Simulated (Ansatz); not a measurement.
## Cr: how the free axis answers a strain

Cr, Im-3m, a = 2.848 Å. Ansatz: PBE, PAW, 420 eV, Γ-centred 18×18×18 mesh on 2 atoms, Gaussian smearing 0.10 eV; no spin polarisation. Series: uniaxial strain along a, with b, c and atoms relaxed; x is the strain in per cent. y is the change of c in per cent of 2.848 Å.

```
x (%) y (%)
 -6.0   1.53
 -4.0   0.98
 -2.0   0.48
  0.0   0.00
  2.0      ?
  4.0  -0.85
  6.0  -1.27
```

Question: Fit y = c1 x + c2 x² to the other rows, say what c1 measures, and predict the missing y.

Answer: Least squares on the rows shown. y = −0.2319 x + 0.003687 x². So −c1 = 0.232 is Poisson's ratio for this pair of axes. At x = 2.0 the fit asked for gives -0.45 %. The run gave -0.42 %, so the fit is 0.03 % too low, a small miss on the scale of the series.